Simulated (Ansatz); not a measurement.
A 3-atom cell of PbI2 started from a crystallographic database, relaxed with r2SCAN+rVV10, was run in Ansatz 0.2.0 under altered settings. All numbers are computed, without spin polarisation but where a row says otherwise.

```
Pb I
1.0
     4.56573    0.00000    0.00000
    -2.28286    3.95403    0.00000
     0.00000    0.00000    7.04108
Pb I
1 2
Direct
  0.00000 0.00000 0.00000
  0.33333 0.66667 0.26678
  0.66667 0.33333 0.73322
```

The base run's other keys:
```yaml
kpoints:
  mp_grid: { grid: [6, 6, 4] }
hamiltonian:
  xc: pbe
scf:
  occupations: { method: fixed }
  n_extra_bands: 4
```

It takes 6 iterations with 2489 plane waves at 420 eV and 24 k points, and leaves a mean stress of +1.26 GPa. The gap over this mesh is 2.228 eV. It ran on 4 threads of Arm Neoverse N1, on a shared host.

Outcomes, with energy and stress as changes against the base:
```tsv
setting	outcome	ΔF (meV/atom)	Δ mean stress (GPa)	gap on the mesh (eV)	iterations	wall time
scf.occupations: methfessel_paxton 0.2	converged	0.0	0.00	2.228	6	2.9 s
scf.n_extra_bands: 0	converged	0.0	0.00	2.228	6	2.6 s
basis.ecutrho_ratio: 8	converged	0.0	0.00	2.228	6	3.1 s
scf.mixing.ndim: 30	converged	0.0	0.00	2.228	7	3.1 s
basis.xc_grid: 1	converged	0.0	0.00	2.228	6	2.9 s
basis.ecutwfc: 900	converged	-1.0	0.00	2.228	6	7.2 s
scf.convergence.dr2_threshold: 0.0001	converged, warned	0.0	0.0	2.228	6	3 s
scf.n_extra_bands: 24	converged	0.0	0.00	2.228	6	4.2 s
scf.mixing.ndim: 2	converged	0.0	0.00	2.228	6	2.8 s
scf.mixing.preconditioner: none	converged	0.0	0.00	2.228	7	2.9 s
hamiltonian.xc: lda	converged	–	-2.81	2.046	7	2.9 s
scf.eigensolver.kind: dense	refused	–	–	–	–	0.25 s
hamiltonian.xc: pbesol	converged	–	-1.72	2.130	6	2.9 s
scf.mixing.beta: 1.9	refused	–	–	–	–	0.04 s
```
A dash marks a value that wasn't obtained or can't be compared. Stress is positive in compression. The base took 3.7 s.

- scf.convergence.dr2_threshold: 0.0001. It converges in 6 iterations, as the base does. Even so loose a threshold leaves the results unchanged here, which can't be counted on. Warned: force scf threshold loose, stress scf threshold loose.
- hamiltonian.xc: lda. The mean stress moves by -2.81 GPa and the gap on the mesh by -0.182 eV (to 2.046). It's another functional on the same cell, so totals aren't comparable.
- scf.eigensolver.kind: dense. The program doesn't start. Error: memory limit exceeded: the `scf loop` phase needs 4.71 GiB against the run's memory maximum of 3.60 GiB; largest carriers: dense eigenproblem matrices 2.21 GiB, dense eigenproblem work in flight 1.92 GiB, unmodelled-tail allowance 0.36 GiB, projector tables 0.09 GiB, ion tables 0.04 GiB […]
- hamiltonian.xc: pbesol. The mean stress moves by -1.72 GPa and the gap on the mesh by -0.098 eV (to 2.130). It's another functional on the same cell, so totals aren't comparable.
- scf.mixing.beta: 1.9. It is rejected at once. Error: invalid value for `scf.mixing.beta`: must be finite and in (0, 1]; got 1.9

Within 1 meV an atom, 0.1 GPa and 0.005 eV of the base stay: scf.occupations: methfessel_paxton 0.2; scf.n_extra_bands: 0; basis.ecutrho_ratio: 8; scf.mixing.ndim: 30; basis.xc_grid: 1; basis.ecutwfc: 900; scf.convergence.dr2_threshold: 0.0001; scf.n_extra_bands: 24; scf.mixing.ndim: 2; scf.mixing.preconditioner: none.

Spin-orbit coupling is left out; in compounds of Pb, Bi, Tl or Hg it can lower a gap by up to about 1 eV, split its edges or invert the bands.
